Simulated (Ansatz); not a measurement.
Runs of Ansatz 0.2.0 on Ni. Symmetry: Fm-3m, No. 225, cubic system. The conventional cell has a = 3.475 Å, b = 3.475 Å, c = 3.475 Å, α = 90.00°, β = 90.00°, γ = 90.00°. Around Ni (site symmetry m-3m) lie 12 Ni at 2.46 Å. 

| task | level | potentials or basis | spin | U | fixed moment (μB) | cell | k mesh | cutoff (eV) | smearing | optics k mesh | broadening | moments locked | start of the occupations | double counting | basis error allowed | other keys | gap on the mesh (eV) | pressure (GPa) | moment (μB) |
| --- | --- | --- | --- | --- | --- | --- | --- | --- | --- | --- | --- | --- | --- | --- | --- | --- | --- | --- | --- |
| optical spectrum | revPBE+D3(BJ) | all-electron LAPW, scalar-relativistic | collinear, random start, moments held on the sites | - | - | volume scaled by 1.15 | 13 × 13 × 13 | 309 | fermi-dirac 0.025 eV | 13 × 13 × 13 | 0.15 eV | each atom's moment, at its start value | - | - | 0.0005 eV/atom | - | none | - | 0.11 |
| elastic constants | PBEsol | all-electron LAPW, scalar-relativistic | collinear, random start | - | 1.0 | as given | 10 × 10 × 10 | 343 | fermi-dirac 0.05 eV | - | - | - | - | - | 0.001 eV/atom | - | - | 1.2 | - |
| single point | PBEsol+D3(BJ)+ATM | all-electron LAPW, non-relativistic | collinear, random start | - | - | volume scaled by 1.15 | 13 × 13 × 13 | 286 | tetrahedron | - | - | - | - | - | 0.001 eV/atom | - | none | -22.9 | 0.61 |
| band structure | PBEsol | all-electron LAPW, scalar-relativistic | collinear, random start | - | - | as given | 13 × 13 × 13 | 344 | tetrahedron | - | - | - | - | - | 0.0005 eV/atom | - | - | (a) | 0.60 |
| single point | RPBE+U | all-electron LAPW, inner shells corrected to Dirac's equation | collinear, ferromagnetic start | Ni d U = 3.5 eV | - | volume scaled by 0.96 | 13 × 13 × 13 | 305 | tetrahedron | - | - | - | auto | fll | 0.002 eV/atom | - | none | 25.5 | (b) |
| optical spectrum | B88-PBE | all-electron LAPW, scalar-relativistic | collinear, ferromagnetic start, moments held on the sites | - | - | cell squeezed | 13 × 13 × 13 | 328 | tetrahedron | 19 × 19 × 19 | 0.15 eV | each atom's moment, at its start value | - | - | 0.002 eV/atom | hamiltonian.pseudopotentials.lapw.muffin_tin_radii = 1.176 | none | - | 0.93 |

Fill in the values left out.

(a) -2.6; (b) 0.65.

Caveats: with tetrahedron occupations forces and stress needn't match the slope of the energy (some runs); local fields are left out (some runs); each atom's moment is held at its typed value, so this isn't a free magnetic state (some runs); spectra need much finer meshes, so this one isn't converged (some runs); independent-particle spectra lack excitons (some runs); the intraband (Drude) part of a metal's response may be missing (some runs); pairwise dispersion overbinds metals, which lowers pressure and volume (some runs).

A gap of «none» marks a metal or a gap under the smearing width.

Runs at the PBE level aren't shown here.
